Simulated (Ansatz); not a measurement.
**InSe under changes of volume**

One of the cells (29.237 Å³/atom); the others are scaled copies at fixed shape and fractional positions:

```
In Se
1.0
     2.00000    1.15470    8.44000
    -2.00000    1.15470    8.44000
     0.00000   -2.30940    8.44000
In Se
2 2
Direct
  0.88860 0.88860 0.88860
  0.00000 0.00000 0.00000
  0.17190 0.17190 0.17190
  0.38350 0.38350 0.38350
```

* Program: Ansatz 0.2.0
* Functional: r2SCAN
* Potentials or basis: Ansatz PAW
* Cutoff: 500 eV (not typed: the program's choice for these potentials)
* k mesh: 8 × 8 × 8
* Occupations: fermi-dirac, width 0.05 eV
* Spin: no spin polarisation

```csv
volume (Å³/atom),energy over the lowest point (meV/atom),pressure (GPa),gap on the mesh (eV),largest force (eV/Å)
27.483,34.93,5.1,1.07,0.550
28.068,?,?,?,?
28.652,8.21,2.3,0.93,0.323
29.237,2.04,1.1,0.87,0.239
29.822,0.00,0.0,0.81,0.160
30.406,1.65,-0.9,0.75,0.274
30.991,6.62,-1.8,0.69,0.402
```

**Question.** What does the run at 28.068 Å³/atom give?

**Answer.** Energy over the lowest point 19.00 meV/atom; pressure 3.6 GPa; gap on the mesh 1.00 eV; largest force 0.413 eV/Å.

Worked out: A Birch-Murnaghan fit of order 3 (a polynomial in V^(-2/3)) to the other rows has its minimum at 29.84 Å³/atom with B0 = V·E''(V) = 51 GPa and B' = 4.6 at fixed shape and positions, which overstates the stiffness. It gives 18.98 meV/atom at 28.068 Å³/atom, against the run's 19.00, and -dE/dV = 3.6 GPa, against 3.6. A straight line through the other rows of the gap, of slope -3.14 eV per unit of ln V (its deformation potential), gives 1.00 eV, against the run's 1.00.

Energies are extrapolated to zero smearing.

Caveats: spin-orbit coupling is left out, which moves the levels of the heavy elements; the PAW data sets come from PBE, with cores solved anew for the run's functional, which leaves a small shift of forces and pressure.

A mesh can miss the band edges.
